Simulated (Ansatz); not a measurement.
A run of Ansatz 0.2.0:

File input.yaml:

```yaml
crystal:
  lattice:
    - [2.9003720726, 0.0, 0.0]
    - [-1.4501860363, 2.5117958953, 0.0]
    - [0.0, 0.0, 5.166274]
  atoms:
    - { symbol: Ta, position: [0.3333333333, 0.6666666667, 0.25] }
    - { symbol: Ta, position: [0.6666666667, 0.3333333333, 0.75] }
hamiltonian:
  xc: pbesol
  pseudopotentials: { kind: paw }
kpoints:
  mp_grid: { grid: [11, 11, 5] }
scf:
  occupations: { method: fermi_dirac, width: 0.05 }
output:
  forces: true
  stress: true
  eigenvalues: true
relax:
  f_tol: 0.01
  max_steps: 40
  cell: { stress_tol: 0.05, p_target: 10.0 }
```

Potentials or basis: Ansatz PAW.

Command:

```sh
$ ansatz run input.yaml --threads 2 --pin off --max-ram 5632MiB --backend cpu --events-out ev --progress --plain --runs-dir out
```

Hardware: 2 threads of AMD EPYC 7R13 Processor (Zen 3), with other jobs on the host.

Q: Estimate the wall time of this run.

A: It took 4.5 s on 2 threads of AMD EPYC 7R13 Processor (Zen 3) (shared host), peak memory 0.37 GiB. Counts: scf iterations 32, plane waves 677, k points 48, bands 17, ion steps 5.
